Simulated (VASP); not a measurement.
Input of a VASP 6.6.1 run:

Contents of INCAR:

```
PREC = Accurate
ENCUT = 520
EDIFF = 1E-6
ISMEAR = 0
SIGMA = 0.02
LREAL = False
LASPH = True
NELM = 100
ALGO = Normal
ISIF = 2
LWAVE = False
LCHARG = False
NBANDS = 24
```

KPOINTS

```
regular mesh
0
Gamma
  8 8 6
```

The input POSCAR:

```
CaS
1.0
    3.8990893795      0.0000000000      0.0000000000
    0.0000000000      3.8990893795      0.0000000000
    0.0000000000      0.0000000000      5.5802650954
Ca S
2 2
Direct
    0.0000000000      0.0000000000      0.0000000000
    0.5000000000      0.5000000000      0.5000000000
    0.5000000000      0.5000000000      0.0000000000
    0.0000000000      0.0000000000      0.5000000000
```

Potentials or basis: VASP PAW LDA potentials, release 64 (Ca_sv, S).

Launch:

```bash
$ cat potpaw_LDA.64/Ca_sv/POTCAR potpaw_LDA.64/S/POTCAR > POTCAR
$ mpirun -np 1 vasp_std > vasp.out
```

Q: Predict the pressure.

A: 1.4 GPa.

Q: Predict the band gap on the k mesh.

A: 1.91 eV.

Stress tensor (GPa, compression positive):
```
1.92 0.00 0.00
0.00 1.92 0.00
0.00 0.00 0.24
```

A k mesh can miss the band edges. LDA gaps usually lie below the measured ones, often by a third to a half.
